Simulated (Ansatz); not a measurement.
## Ga under changes of volume

One of the cells (18.685 Å³/atom); the others are scaled copies at fixed shape and fractional positions:

```xyz
2
Lattice="1.4500 -4.0650 0.0000 1.4500 4.0650 0.0000 0.0000 0.0000 3.1700" Properties=species:S:1:pos:R:3 pbc="T T T"
Ga    1.4500    2.9837    2.3775
Ga    1.4500   -2.9837    0.7925
```

This isn't the form of Ga at room conditions, which is orthorhombic.

```yaml
Program: Ansatz 0.2.0
Functional: HSE06
Potentials_or_basis: Ansatz PAW
Cutoff: "420 eV (not typed: the program's choice for these potentials)"
k_mesh: 6 × 6 × 6
Occupations: fermi-dirac, width 0.05 eV
Spin: no spin polarisation
```

| volume (Å³/atom) | energy over the lowest point (meV/atom) | pressure (GPa) | largest force (eV/Å) |
| --- | --- | --- | --- |
| 17.564 | 12.58 | 3.9 | 0.299 |
| 17.937 | 5.23 | 2.4 | 0.289 |
| 18.311 | 1.17 | 1.1 | 0.277 |
| 18.685 | 0.00 | 0.0 | 0.261 |
| 19.058 | 1.26 | -1.0 | 0.242 |
| 19.432 | 4.62 | -1.9 | 0.223 |
| 19.806 | ? | ? | ? |

Task: What does the run at 19.806 Å³/atom give?

Result: Energy over the lowest point 9.95 meV/atom; pressure -2.7 GPa; largest force 0.205 eV/Å.

Worked out: A Birch-Murnaghan fit of order 3 (a polynomial in V^(-2/3)) to the other rows has its minimum at 18.67 Å³/atom with B0 = V·E''(V) = 53 GPa and B' = 6.8 at fixed shape and positions, which overstates the stiffness. It gives 9.77 meV/atom at 19.806 Å³/atom, against the run's 9.95, and -dE/dV = -2.5 GPa, against -2.7.

Energies are extrapolated to zero smearing.

Caveats: all runs use coarse meshes; the PAW data sets come from PBE, with cores solved anew for the run's functional, which leaves a small shift of forces and pressure; the thresholds are loose for stress.
